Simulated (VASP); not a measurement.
# ScAlN2 (I4_1/amd) in VASP: notebook, part 2 of 2

VASP 6.6.1. Earlier steps stand in the parts before.

### Step 4. Single point, PBE

INCAR

```
SYSTEM = ScAlN2
PREC = Accurate ; ENCUT = 520
EDIFF = 1E-7 ; ISMEAR = 0
SIGMA = 0.05 ; LREAL = .False.
LASPH = .True. ; NELM = 100
ALGO = Normal ; ISIF = 2
LWAVE = .False. ; LCHARG = .False.
GGA = PE ; NBANDS = 34
ADDGRID = .False.
```

KPOINTS

```
regular mesh
0
Gamma
  3 3 3
  0 0 0
```

POSCAR

```
ScAlN2
1.0
   -2.1994840000      2.1994840000      4.1986215000
    2.1994840000     -2.1994840000      4.1986215000
    2.1994840000      2.1994840000     -4.1986215000
Sc Al N
2 2 4
Direct
    0.0000000000      0.0000000000      0.0000000000
    0.7500000000      0.2500000000      0.5000000000
    0.5000000000      0.5000000000      0.0000000000
    0.2500000000      0.7500000000      0.5000000000
    0.7375140000      0.7375140000      0.0000000000
    0.0124860000      0.5124860000      0.5000000000
    0.2624860000      0.2624860000      0.0000000000
    0.4875140000      0.9875140000      0.5000000000
```

Started as:

```console
> cat potpaw_PBE.64/Sc_sv/POTCAR potpaw_PBE.64/Al/POTCAR potpaw_PBE.64/N/POTCAR > POTCAR
> mpirun -np 1 vasp_std > vasp.out
```

Wall time 14 s (1 thread of Intel Xeon 6975P-C (Granite Rapids), shared host); peak memory 0.24 GiB.

These settings aren't checked as converged: the numbers below hold their error.

Results:

| Property | Result |
| --- | --- |
| Free energy | -64.7886 eV |
| Pressure | 0.2 GPa |
| Band gap on the k mesh | 1.03 eV, direct |

Caveat: the k mesh is coarse (spacing up to 0.67 Å⁻¹), so the values aren't converged; an odd mesh through Γ misses points on the zone boundary, where band edges often lie.

### Step 5. Single point, PBE

Edit INCAR of step 4 so:

```diff
@@ -1,3 +1,3 @@
 SYSTEM = ScAlN2
-PREC = Accurate ; ENCUT = 520
+PREC = Accurate ; ENCUT = 650
 EDIFF = 1E-7 ; ISMEAR = 0
```

KPOINTS is that of step 4.

POSCAR is that of step 4.

Potentials or basis: VASP PAW PBE potentials, release 64 (Sc_sv, Al, N).

Started as:

```console
> cat potpaw_PBE.64/Sc_sv/POTCAR potpaw_PBE.64/Al/POTCAR potpaw_PBE.64/N/POTCAR > POTCAR
> mpirun -np 1 vasp_std > vasp.out
```

OUTCAR:

```text
SYSTEM = ScAlN2
   PREC = Accurate
   ENCUT = 650
   EDIFF = 1E-7
   ISMEAR = 0
   LREAL = .False.
   LASPH = .True.
   NELM = 100
   ISIF = 2
   GGA = PE

 Found      6 irreducible k-points:

 Following reciprocal coordinates:
            Coordinates               Weight
  0.000000  0.000000  0.000000      1.000000
  0.333333  0.000000  0.000000      8.000000
  0.333333  0.333333  0.000000      8.000000
 -0.333333  0.333333  0.000000      4.000000
 -0.333333  0.333333  0.333333      4.000000
[... 304 lines left out ...]
  Total        0.0796187      0.0796187     -0.1425377      0.0000000      0.0000000      0.0000000
  in kB        1.5700632      1.5700632     -2.8108133      0.0000000      0.0000000      0.0000000
  external PRESSURE =       0.1097710 kB  Pullay stress =       0.0000000 kB

 VOLUME and BASIS-vectors are now :
 -----------------------------------------------------------------------------
  energy-cutoff  :      650.00
  volume of cell :       81.25
      direct lattice vectors                 reciprocal lattice vectors
    -2.199484000  2.199484000  4.198621500     0.000000000  0.227326046  0.119086705
     2.199484000 -2.199484000  4.198621500     0.227326046  0.000000000  0.119086705
     2.199484000  2.199484000 -4.198621500     0.227326046  0.227326046  0.000000000

 POSITION                                       TOTAL-FORCE (eV/Angst)
 -----------------------------------------------------------------------------------
      0.00000      0.00000      0.00000         0.000000      0.000000      0.000000
      0.00000      2.19948      2.09931         0.000000      0.000000      0.000000
      0.00000      0.00000      4.19862         0.000000      0.000000      0.000000
      2.19948      0.00000      2.09931         0.000000      0.000000      0.000000
      0.00000      0.00000      6.19308        -0.000000      0.000000     -0.001052
      2.19948      0.00000      0.10485         0.000000     -0.000000      0.001052
      0.00000      0.00000      2.20416        -0.000000      0.000000      0.001052
      2.19948      0.00000      4.09377         0.000000     -0.000000     -0.001052
 -----------------------------------------------------------------------------------
    total drift:                                0.000000     -0.000000      0.000000

  FREE ENERGIE OF THE ION-ELECTRON SYSTEM (eV)
  ---------------------------------------------------
  free  energy   TOTEN  =       -64.8033398457 eV

  energy  without entropy=      -64.8033398457  energy(sigma->0) =      -64.80333985
```

stdout:

```text
POSCAR found type information on POSCAR ScAlN
 POSCAR found :  3 types and       8 ions
 scaLAPACK will be used
 LDA part: xc-table for (Slater+PW92), standard interpolation
 POSCAR, INCAR and KPOINTS ok, starting setup
 FFT: planning ... GRIDC
 FFT: planning ... GRID_SOFT
 FFT: planning ... GRID
 WAVECAR not read
 entering main loop
```

Wall time 22 s (1 thread of Intel Xeon 6975P-C (Granite Rapids), shared host); peak memory 0.32 GiB.

These settings aren't checked as converged: the numbers below hold their error.

What came out:

| Item | Value |
| --- | --- |
| Free energy | -64.8033 eV |
| Pressure | 0.0 GPa |
| Band gap on the k mesh | 1.03 eV, direct |

Caveat: the k mesh is coarse (spacing up to 0.67 Å⁻¹), so the values aren't converged; an odd mesh through Γ misses points on the zone boundary, where band edges often lie.

### Step 6. Single point, PBE

Edit INCAR of step 5 so:

```diff
@@ -1,3 +1,3 @@
 SYSTEM = ScAlN2
-PREC = Accurate ; ENCUT = 650
+PREC = Accurate ; ENCUT = 280
 EDIFF = 1E-7 ; ISMEAR = 0
```

KPOINTS

```
regular mesh
0
Gamma
  5 5 5
  0 0 0
```

POSCAR is that of step 5.

Potentials or basis: VASP PAW PBE potentials, release 64 (Sc_sv, Al, N).

Started as:

```console
> cat potpaw_PBE.64/Sc_sv/POTCAR potpaw_PBE.64/Al/POTCAR potpaw_PBE.64/N/POTCAR > POTCAR
> mpirun -np 1 vasp_std > vasp.out
```

OUTCAR:

```text
SYSTEM = ScAlN2
   PREC = Accurate
   ENCUT = 280
   EDIFF = 1E-7
   ISMEAR = 0
   LREAL = .False.
   LASPH = .True.
   NELM = 100
   ISIF = 2
   GGA = PE

 Found     18 irreducible k-points:

 Following reciprocal coordinates:
            Coordinates               Weight
  0.000000  0.000000  0.000000      1.000000
  0.200000 -0.000000  0.000000      8.000000
  0.400000  0.000000  0.000000      8.000000
  0.200000  0.200000  0.000000      8.000000
  0.400000  0.200000  0.000000     16.000000
 -0.400000  0.200000  0.000000     16.000000
   k-points           NKPTS =     18   k-points in BZ     NKDIM =     18   number of bands    NBANDS=     34
   number of dos      NEDOS =    301   number of ions     NIONS =      8
   total plane-waves  NPLWV =  27000
   dimension x,y,z NGX =    30 NGY =   30 NGZ =   30
   dimension x,y,z NGXF=    60 NGYF=   60 NGZF=   60
   ions per type =               2   2   4
   NGX,Y,Z   is equivalent  to a cutoff of   9.54,  9.54,  9.54 a.u.
   NGXF,Y,Z  is equivalent  to a cutoff of  19.09, 19.09, 19.09 a.u.
 SYSTEM =  ScAlN2
   PREC   = accura    normal or accurate (medium, high low for compatibility)
   ISTART =      0    job   : 0-new  1-cont  2-samecut
   ICHARG =      2    charge: 1-file 2-atom 10-const
   ISPIN  =      1    spin polarized calculation?
   LNONCOLLINEAR =      F non collinear calculations
   LSORBIT =      F    spin-orbit coupling
   LASPH  =      T    aspherical Exc in radial PAW
   ENCUT  =  280.0 eV  20.58 Ry    4.54 a.u.   7.13  7.13  7.13*2*pi/ulx,y,z
   NELM   =    100;   NELMIN=  2; NELMDL= -5     # of ELM steps
   EDIFF  = 0.1E-06   stopping-criterion for ELM
   LREAL  =      F    real-space projection
   EDIFFG = 0.1E-05   stopping-criterion for IOM
   NSW    =      0    number of steps for IOM
   IBRION =     -1    ionic relax: 0-MD 1-quasi-New 2-CG
   NFREE  =      0    steps in history (QN), initial steepest desc. (CG)
   ISIF   =      2    stress and relaxation
   ISYM   =      2    0-nonsym 1-usesym 2-fastsym
   POTIM  = 0.5000    time-step for ionic-motion
   TEBEG  =    0.0;   TEEND  =   0.0 temperature during run
   PSTRESS=    0.0 pullay stress
   NELECT =      48.0000    total number of electrons
   NUPDOWN=      -1.0000    fix difference up-down
   EMIN   =  10.00;   EMAX   =-10.00  energy-range for DOS
   EFERMI =   0.00;   METHOD = LEGACY
   ISMEAR =     0;   SIGMA  =   0.05  broadening in eV -4-tet -1-fermi 0-gaus
   EFERMI_NEDOS =   21; number of points for ismear=-14 and -15
   IALGO  =     38    algorithm
   IMIX   =      4    mixing-type and parameters
     AMIX     =   0.40;   BMIX     =  1.00
     AMIX_MAG =   1.60;   BMIX_MAG =  1.00
  volume/ion in A,a.u.               =      10.16        68.54
  Fermi-wavevector in a.u.,A,eV,Ry     =   1.373681  2.595880 25.674176  1.886999
  Thomas-Fermi vector in A             =   2.499176
   LORBIT       =      0    0 simple, 1 ext, 2 COOP (PROOUT), +10 PAW based schemes
   GGA     = PE    functional components
   LHFCALC =     F    Hartree Fock is set to
   AEXX    =    0.0000 exact exchange contribution
   IVDW    =     0    specifies the selected vdW correction
   LEPSILON=     F    determine dielectric tensor
   LRPA    =     F    only Hartree local field effects (RPA)
 non-spin polarized calculation
 Gauss-broadening in eV      SIGMA  =   0.05
  energy-cutoff  :      280.00
  volume of cell :       81.25
 maximum number of plane-waves:       874
 NGX is ok and might be reduce to    30
   NGX = 15   NGY = 15   NGZ = 15

 number of electron      47.9999977 magnetization

 Free energy of the ion-electron system (eV)
  ---------------------------------------------------
  ext. energy  EPLUGINS =         0.00000000
  ---------------------------------------------------
  free energy    TOTEN  =       -64.69896759 eV

  energy without entropy =      -64.69896759  energy(sigma->0) =      -64.69896759

 E-fermi :   7.6711     XC(G=0): -11.9379

 val. band max:        7.3079512091   @ k =   0.0000   0.0000   0.0000
 cond. band min:       8.3543259786   @ k =   0.0000   0.0000   0.0000
 fundamental gap:      1.0463747695
 Fermi energy:         7.6711176372

 k-point     1 :       0.0000    0.0000    0.0000
  band No.  band energies     occupation
      1     -40.8438      2.00000
      2     -40.7368      2.00000
      3     -19.7654      2.00000
      4     -19.6107      2.00000
      5     -19.6107      2.00000
      6     -19.4525      2.00000
[... 211 lines left out ...]
     33      13.5564      0.00000
     34      14.2590      0.00000

 [... further k-points ...]

------------------------ aborting loop because EDIFF is reached ----------------------------------------

  FORCE on cell =-STRESS in cart. coord.  units (eV):
  Direction    XX          YY          ZZ          XY          YZ          ZX
  --------------------------------------------------------------------------------------
  -------------------------------------------------------------------------------------
  Total      -14.0430742    -14.0430742    -14.1109961      0.0000000      0.0000000      0.0000000
  in kB     -276.9264522   -276.9264522   -278.2658579      0.0000000      0.0000000      0.0000000
  external PRESSURE =    -277.3729207 kB  Pullay stress =       0.0000000 kB

 VOLUME and BASIS-vectors are now :
 -----------------------------------------------------------------------------
  energy-cutoff  :      280.00
  volume of cell :       81.25
      direct lattice vectors                 reciprocal lattice vectors
    -2.199484000  2.199484000  4.198621500     0.000000000  0.227326046  0.119086705
     2.199484000 -2.199484000  4.198621500     0.227326046  0.000000000  0.119086705
     2.199484000  2.199484000 -4.198621500     0.227326046  0.227326046  0.000000000

 POSITION                                       TOTAL-FORCE (eV/Angst)
 -----------------------------------------------------------------------------------
      0.00000      0.00000      0.00000        -0.000000     -0.000000     -0.000000
      0.00000      2.19948      2.09931        -0.000000     -0.000000      0.000000
      0.00000      0.00000      4.19862        -0.000000     -0.000000     -0.000000
      2.19948      0.00000      2.09931        -0.000000     -0.000000     -0.000000
      0.00000      0.00000      6.19308        -0.000000      0.000000      0.004133
      2.19948      0.00000      0.10485         0.000000     -0.000000     -0.004133
      0.00000      0.00000      2.20416        -0.000000      0.000000     -0.004133
      2.19948      0.00000      4.09377         0.000000     -0.000000      0.004133
 -----------------------------------------------------------------------------------
    total drift:                                0.000000     -0.000000     -0.000000

  FREE ENERGIE OF THE ION-ELECTRON SYSTEM (eV)
  ---------------------------------------------------
  free  energy   TOTEN  =       -64.6989675880 eV

  energy  without entropy=      -64.6989675880  energy(sigma->0) =      -64.69896759
```

OSZICAR:

```text
N       E                     dE             d eps       ncg     rms          rms(c)
DAV:   1     0.417095366976E+03    0.41710E+03   -0.14720E+04  1272   0.919E+02
DAV:   2    -0.106285647997E+02   -0.42772E+03   -0.41088E+03  1296   0.406E+02
DAV:   3    -0.735090188729E+02   -0.62880E+02   -0.59964E+02  2098   0.128E+02
DAV:   4    -0.758792235236E+02   -0.23702E+01   -0.23585E+01  1976   0.279E+01
DAV:   5    -0.759066004153E+02   -0.27377E-01   -0.27348E-01  2000   0.367E+00    0.231E+01
DAV:   6    -0.647427538074E+02    0.11164E+02   -0.46122E+01  1884   0.463E+01    0.980E+00
DAV:   7    -0.648227421348E+02   -0.79988E-01   -0.30353E+00  1972   0.104E+01    0.683E+00
DAV:   8    -0.647280186667E+02    0.94723E-01   -0.64992E-01  1832   0.456E+00    0.141E+00
DAV:   9    -0.647018834658E+02    0.26135E-01   -0.69455E-02  1824   0.124E+00    0.706E-01
DAV:  10    -0.646988969923E+02    0.29865E-02   -0.15510E-02  1864   0.965E-01    0.154E-01
DAV:  11    -0.646990371065E+02   -0.14011E-03   -0.19076E-03  2008   0.245E-01    0.863E-02
DAV:  12    -0.646989736136E+02    0.63493E-04   -0.41594E-04  1904   0.186E-01    0.229E-02
DAV:  13    -0.646989691137E+02    0.44998E-05   -0.52710E-05  1902   0.813E-02    0.104E-02
DAV:  14    -0.646989676748E+02    0.14390E-05   -0.37037E-06  1888   0.221E-02    0.224E-03
DAV:  15    -0.646989676179E+02    0.56830E-07   -0.10887E-06  1736   0.818E-03    0.154E-03
DAV:  16    -0.646989675880E+02    0.29926E-07   -0.11698E-07  1088   0.393E-03
   1 F= -.64698968E+02 E0= -.64698968E+02  d E =-.553128E-26
```

stdout:

```text
POSCAR found type information on POSCAR ScAlN
 POSCAR found :  3 types and       8 ions
 scaLAPACK will be used
 LDA part: xc-table for (Slater+PW92), standard interpolation
 POSCAR, INCAR and KPOINTS ok, starting setup
 FFT: planning ... GRIDC
 FFT: planning ... GRID_SOFT
 FFT: planning ... GRID
 WAVECAR not read
 entering main loop
```

Run time: 18 s. Hardware: 1 thread of Intel Xeon 6975P-C (Granite Rapids), shared host; peak memory 0.17 GiB.

The run converged, but a check on its numbers failed (symmetry, net force, bounds or a known fault of this set-up), so they aren't taken as properties of the crystal.

Caveat: the cutoff lies under the usual one of these potentials, so the numbers hold a large basis-set error; an odd mesh through Γ misses points on the zone boundary, where band edges often lie.

### Step 7. For comparison

An earlier run on the cell as given: functional PBE; potentials or basis VASP PAW PBE potentials, release 64 (Sc_sv, Al, N); cutoff 520 eV; k mesh 9 × 9 × 9; occupations fermi-dirac, width 0.05 eV; no spin polarisation.

* Pressure: 0.0 GPa
* Band gap on the k mesh: 1.00 eV, indirect (least direct gap 1.05 eV)
